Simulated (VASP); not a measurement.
# PtS2 in VASP: relaxation of cell and atoms with LDA

Aim: the relaxation of cell and atoms of PtS2 with LDA.

Program: VASP 6.6.1. These are calculated values, not measurements. Logs are shortened: lines on timing, memory, paths and dates and some standing lists are left out, and cuts for length are marked.

**1. The sheet as given**

The cell holds a sheet with vacuum, 3 atoms: a = 3.560 Å, b = 3.560 Å, c = 18.460 Å, α = 90.00°, β = 90.00°, γ = 120.00°.

The cell was built by a generator and needn't be a form met in nature.

**2. Relaxation of cell and atoms, LDA**

Input file INCAR:

```
PREC     = Accurate       # precision mode
ENCUT    = 600            # plane-wave cutoff, eV
EDIFF    = 1E-6           # SCF threshold, eV
ISMEAR   = 0              # smearing method
SIGMA    = 0.03           # smearing width, eV
LREAL    = F              # projectors in reciprocal space
LASPH    = T              # aspherical terms in the spheres
NELM     = 120            # most SCF steps
ALGO     = Normal         # electronic algorithm
ISIF     = 3              # what is computed and relaxed
LWAVE    = F              # write WAVECAR
LCHARG   = F              # write CHGCAR
IBRION   = 2              # ionic algorithm
NSW      = 40             # ionic steps
EDIFFG   = -0.005         # ionic threshold
LATTICE_CONSTRAINTS= .TRUE. .TRUE. .FALSE.
KPAR     = 2
```

Input file KPOINTS:

```
regular mesh
0
Gamma
  12 12 1
```

Input file POSCAR:

```
PtS2
1.0
    3.5600000000      0.0000000000      0.0000000000
   -1.7800000000      3.0830504400      0.0000000000
    0.0000000000      0.0000000000     18.4600000000
S Pt
2 1
Direct
    0.3333330000      0.6666670000      0.4333694500
    0.6666670000      0.3333330000      0.5666305500
    0.0000000000      0.0000000000      0.5000000000
```

Potentials or basis: VASP PAW LDA potentials, release 64 (S, Pt).

The run is started by

```
cat potpaw_LDA.64/S/POTCAR potpaw_LDA.64/Pt/POTCAR > POTCAR
mpirun -np 2 vasp_std > vasp.out
```

OUTCAR:

```text
PREC = Accurate
   ENCUT = 600
   EDIFF = 1E-6
   ISMEAR = 0
   LREAL = F
   LASPH = T
   NELM = 120
   ISIF = 3
   IBRION = 2
   NSW = 40
   EDIFFG = -0.005

 ion  position               nearest neighbor table
   1  0.333  0.667  0.433-   3 2.40   3 2.40   3 2.40
   2  0.667  0.333  0.567-   3 2.40   3 2.40   3 2.40
   3  0.000  0.000  0.500-   1 2.40   2 2.40   2 2.40   1 2.40   2 2.40   1 2.40

  LATTYP: Found a hexagonal cell.
 ALAT       =     3.5600000000
 C/A-ratio  =     5.1853932584

  Lattice vectors:

 A1 = (   3.5600000000,   0.0000000000,   0.0000000000)
 A2 = (  -1.7800000000,   3.0830504400,   0.0000000000)
 A3 = (   0.0000000000,   0.0000000000,  18.4600000000)

Analysis of symmetry for initial positions (statically):
=====================================================================
 Subroutine PRICEL returns:
 Original cell was already a primitive cell.

 Routine SETGRP: Setting up the symmetry group for a
 hexagonal supercell.

 Subroutine GETGRP returns: Found 12 space group operations
 (whereof 12 operations were pure point group operations)
 out of a pool of 24 trial point group operations.

The static configuration has the point symmetry D_3d.

Analysis of symmetry for dynamics (positions and initial velocities):
=====================================================================
 Subroutine PRICEL returns:
 Original cell was already a primitive cell.

 Routine SETGRP: Setting up the symmetry group for a
 hexagonal supercell.

 Subroutine GETGRP returns: Found 12 space group operations
 (whereof 12 operations were pure point group operations)
 out of a pool of 24 trial point group operations.

The dynamic configuration has the point symmetry D_3d.

 Subroutine INISYM returns: Found 12 space group operations
 (whereof 12 operations are pure point group operations),
 and found     1 'primitive' translations

----------------------------------------------------------------------------------------

                                     Primitive cell

  volume of cell :     202.6107

  direct lattice vectors                    reciprocal lattice vectors
     3.560000000  0.000000000  0.000000000     0.280898876  0.162177042  0.000000000
    -1.780000000  3.083050440  0.000000000     0.000000000  0.324354084  0.000000000
     0.000000000  0.000000000 18.460000000     0.000000000  0.000000000  0.054171181

  length of vectors
     3.560000000  3.560000002 18.460000000     0.324354084  0.324354084  0.054171181

  position of ions in fractional coordinates (direct lattice)
     0.333333000  0.666667000  0.433369450
     0.666667000  0.333333000  0.566630550
     0.000000000  0.000000000  0.500000000

  ion indices of the primitive-cell ions
   primitive index   ion index
                 1           1
                 2           2
                 3           3

----------------------------------------------------------------------------------------

 KPOINTS: regular mesh

Automatic generation of k-mesh.
 Grid dimensions read from file:
 generate k-points for:   12   12    1

 Generating k-lattice:

  Cartesian coordinates                     Fractional coordinates (reciprocal lattice)
     0.023408240  0.013514753  0.000000000     0.083333333  0.000000000  0.000000000
     0.000000000  0.027029507  0.000000000     0.000000000  0.083333333  0.000000000
     0.000000000  0.000000000  0.054171181     0.000000000  0.000000000  1.000000000

  Length of vectors
     0.027029507  0.027029507  0.054171181

  Shift w.r.t. Gamma in fractional coordinates (k-lattice)
     0.000000000  0.000000000  0.000000000

 Subroutine IBZKPT returns following result:
 ===========================================

 Found     19 irreducible k-points:

 Following reciprocal coordinates:
            Coordinates               Weight
  0.000000  0.000000  0.000000      1.000000
  0.083333 -0.000000  0.000000      6.000000
  0.166667  0.000000  0.000000      6.000000
  0.250000  0.000000  0.000000      6.000000
  0.333333 -0.000000  0.000000      6.000000
  0.416667  0.000000  0.000000      6.000000
[... 11 lines left out ...]
  0.333333  0.250000  0.000000     12.000000
  0.333333  0.333333  0.000000      2.000000
   k-points           NKPTS =     19   k-points in BZ     NKDIM =     19   number of bands    NBANDS=     15
   number of dos      NEDOS =    301   number of ions     NIONS =      3
   total plane-waves  NPLWV = 117600
   dimension x,y,z NGX =    28 NGY =   28 NGZ =  150
   dimension x,y,z NGXF=    56 NGYF=   56 NGZF=  300
   ions per type =               2   1
   NGX,Y,Z   is equivalent  to a cutoff of  13.08, 13.08, 13.51 a.u.
   NGXF,Y,Z  is equivalent  to a cutoff of  26.15, 26.15, 27.02 a.u.
 SYSTEM =  unknown system
   PREC   = accura    normal or accurate (medium, high low for compatibility)
   ISTART =      0    job   : 0-new  1-cont  2-samecut
   ICHARG =      2    charge: 1-file 2-atom 10-const
   ISPIN  =      1    spin polarized calculation?
   LNONCOLLINEAR =      F non collinear calculations
   LSORBIT =      F    spin-orbit coupling
   LASPH  =      T    aspherical Exc in radial PAW
   ENCUT  =  600.0 eV  44.10 Ry    6.64 a.u.   7.11  7.11 36.87*2*pi/ulx,y,z
   NELM   =    120;   NELMIN=  2; NELMDL= -5     # of ELM steps
   EDIFF  = 0.1E-05   stopping-criterion for ELM
   LREAL  =      F    real-space projection
   EDIFFG = -.5E-02   stopping-criterion for IOM
   NSW    =     40    number of steps for IOM
   IBRION =      2    ionic relax: 0-MD 1-quasi-New 2-CG
   NFREE  =      1    steps in history (QN), initial steepest desc. (CG)
   ISIF   =      3    stress and relaxation
   ISYM   =      2    0-nonsym 1-usesym 2-fastsym
   POTIM  = 0.5000    time-step for ionic-motion
   TEBEG  =    0.0;   TEEND  =   0.0 temperature during run
   PSTRESS=    0.0 pullay stress
   NELECT =      22.0000    total number of electrons
   NUPDOWN=      -1.0000    fix difference up-down
   EMIN   =  10.00;   EMAX   =-10.00  energy-range for DOS
   EFERMI =   0.00;   METHOD = LEGACY
   ISMEAR =     0;   SIGMA  =   0.03  broadening in eV -4-tet -1-fermi 0-gaus
   EFERMI_NEDOS =   21; number of points for ismear=-14 and -15
   IALGO  =     38    algorithm
   IMIX   =      4    mixing-type and parameters
     AMIX     =   0.40;   BMIX     =  1.00
     AMIX_MAG =   1.60;   BMIX_MAG =  1.00
  volume/ion in A,a.u.               =      67.54       455.76
  Fermi-wavevector in a.u.,A,eV,Ry     =   0.781019  1.475912  8.299428  0.609991
  Thomas-Fermi vector in A             =   1.884450
   LORBIT       =      0    0 simple, 1 ext, 2 COOP (PROOUT), +10 PAW based schemes
   GGA     = CA    functional components
   LHFCALC =     F    Hartree Fock is set to
   AEXX    =    0.0000 exact exchange contribution
   IVDW    =     0    specifies the selected vdW correction
   LEPSILON=     F    determine dielectric tensor
   LRPA    =     F    only Hartree local field effects (RPA)
 conjugate gradient relaxation of ions
 non-spin polarized calculation
 Gauss-broadening in eV      SIGMA  =   0.03
  energy-cutoff  :      600.00
  volume of cell :      202.61
 maximum number of plane-waves:      6831
   NGX = 15   NGY = 15   NGZ = 73

--------------------------------------- Ionic step        1  -------------------------------------------

 number of electron      21.9999999 magnetization

 Free energy of the ion-electron system (eV)
  ---------------------------------------------------
  ext. energy  EPLUGINS =         0.00000000
  ---------------------------------------------------
  free energy    TOTEN  =       -17.95018259 eV

  energy without entropy =      -17.95018259  energy(sigma->0) =      -17.95018259

------------------------ aborting loop because EDIFF is reached ----------------------------------------

  FORCE on cell =-STRESS in cart. coord.  units (eV):
  Direction    XX          YY          ZZ          XY          YZ          ZX
  --------------------------------------------------------------------------------------
  -------------------------------------------------------------------------------------
  Total       -2.2132456     -2.2132456     -1.4336026     -0.0000000      0.0000000      0.0000000
  in kB      -17.5016046    -17.5016046    -11.3364489     -0.0000000      0.0000000      0.0000000
  external PRESSURE =     -15.4465527 kB  Pullay stress =       0.0000000 kB

 VOLUME and BASIS-vectors are now :
 -----------------------------------------------------------------------------
  energy-cutoff  :      600.00
  volume of cell :      202.61
      direct lattice vectors                 reciprocal lattice vectors
     3.560000000  0.000000000  0.000000000     0.280898876  0.162177042  0.000000000
    -1.780000000  3.083050440  0.000000000     0.000000000  0.324354084  0.000000000
     0.000000000  0.000000000 18.460000000     0.000000000  0.000000000  0.054171181
[... 260 lines left out ...]
 POSITION                                       TOTAL-FORCE (eV/Angst)
 -----------------------------------------------------------------------------------
     -0.00000      2.02888      8.01720         0.000000     -0.000000      0.013339
      1.75707      1.01444     10.44280        -0.000000      0.000000     -0.013339
      0.00000      0.00000      9.23000        -0.000000      0.000000      0.000000
 -----------------------------------------------------------------------------------
    total drift:                               -0.000000     -0.000000      0.000000

  FREE ENERGIE OF THE ION-ELECTRON SYSTEM (eV)
  ---------------------------------------------------
  free  energy   TOTEN  =       -17.9906842001 eV

  energy  without entropy=      -17.9906842001  energy(sigma->0) =      -17.99068420

--------------------------------------- Ionic step        9  -------------------------------------------

 number of electron      22.0000000 magnetization

 Free energy of the ion-electron system (eV)
  ---------------------------------------------------
  ext. energy  EPLUGINS =         0.00000000
  ---------------------------------------------------
  free energy    TOTEN  =       -17.99071208 eV

  energy without entropy =      -17.99071208  energy(sigma->0) =      -17.99071208

 E-fermi :  -2.9324     XC(G=0):  -3.6331

 val. band max:       -3.0959480433   @ k =   0.1667   0.1667   0.0000
 cond. band min:      -1.3217215264   @ k =   0.2500   0.0000   0.0000
 fundamental gap:      1.7742265169
 Fermi energy:        -2.9323907316

 k-point     1 :       0.0000    0.0000    0.0000
  band No.  band energies     occupation
      1     -17.4105      2.00000
      2     -14.9461      2.00000
      3      -9.0186      2.00000
      4      -9.0186      2.00000
      5      -8.5841      2.00000
      6      -6.1966      2.00000
      7      -6.1966      2.00000
      8      -3.8974      2.00000
      9      -3.8749      2.00000
     10      -3.3689      2.00000
     11      -3.3689      2.00000
     12       0.2797      0.00000
     13       0.2797      0.00000
     14       2.4001      0.00000
     15       2.6193      0.00000
[... 344 lines left out ...]
 POSITION                                       TOTAL-FORCE (eV/Angst)
 -----------------------------------------------------------------------------------
     -0.00000      2.02812      8.01740         0.000000      0.000000      0.000101
      1.75640      1.01406     10.44260        -0.000000      0.000000     -0.000101
      0.00000      0.00000      9.23000         0.000000      0.000000      0.000000
 -----------------------------------------------------------------------------------
    total drift:                               -0.000000     -0.000000      0.000000

  FREE ENERGIE OF THE ION-ELECTRON SYSTEM (eV)
  ---------------------------------------------------
  free  energy   TOTEN  =       -17.9907120825 eV

  energy  without entropy=      -17.9907120825  energy(sigma->0) =      -17.99071208

 reached required accuracy - stopping structural energy minimisation
```

It took 1.8 min on 2 MPI ranks of Intel Xeon 6975P-C (Granite Rapids), shared host; peak memory 0.31 GiB.

Results:

```yaml
Free_energy: -17.9907 eV
Relaxed_volume: 65.76 Å³/atom
Relaxed_cell: a = 3.513 Å, b = 3.513 Å, c = 18.460 Å, α = 90.00°, β = 90.00°, γ = 120.00°
Space_group_after_relaxing_to_0.05_Å: P-3m1 (No. 164)
Energy_gained_by_relaxing: 13.5 meV/atom
Ionic_steps: 9
Band_gap_on_the_k_mesh: 1.77 eV, indirect (least direct gap 1.94 eV)
```

Step by step:
```
step  energy change (eV)  largest force (eV/Å)  pressure (GPa)  volume (Å³)
   1              0.0000                0.5801           -1.54       202.61
   2              0.0517                0.8953            2.72       188.45
   3             -0.0403                0.0464           -0.03       196.78
   4             -0.0403                0.0350            0.00       196.66
   5             -0.0404                0.0232            0.00       196.82
   6             -0.0405                0.0041            0.01       197.20
   7             -0.0405                0.0054            0.01       197.22
   8             -0.0405                0.0133           -0.05       197.42
   9             -0.0405                0.0001            0.00       197.27
```

Final structure:
```
S Pt
1.0
     3.51280    0.00000    0.00000
    -1.75640    3.04217    0.00000
     0.00000    0.00000   18.46000
S Pt
2 1
Cartesian
  0.0000 2.0281 8.0174
  1.7564 1.0141 10.4426
  0.0000 0.0000 9.2300
```

Caveat: spin-orbit coupling is left out, which moves the levels of the heavy elements.
